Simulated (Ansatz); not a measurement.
Here is the system:

```xyz
2
Lattice="0.0000 3.0983 3.0983 3.0983 0.0000 3.0983 3.0983 3.0983 0.0000" Properties=species:S:1:pos:R:3 pbc="T T T"
Te     4.6474     4.6474     4.6474
Zn     0.0000     0.0000     0.0000
```

No spin polarisation.

Calculations: Ansatz (a quantum-chemistry and plane-wave program) r2SCAN, no spin-orbit coupling. Settings: 9×9×9 k-points, 0.05 eV Fermi–Dirac smearing.

Q: Predict the width of the top valence band, space group, gap character and electron mass.

A: Width of the top valence band: 2.45 eV
Space group: F-43m (No. 216)
Gap character: direct at Γ
Electron mass: 0.10 mₑ (at Γ)

With Te present, leaving out spin-orbit coupling can change the band edges. The cells carry an imposed strain or load. Masses are band curvatures over ±0.01 Å⁻¹ around the edge. No phonon test of stability was made. The cell was made from ZnTe in the zinc blende structure (space group F-43m, No. 216) by this change: isotropic strain +1.36 %.
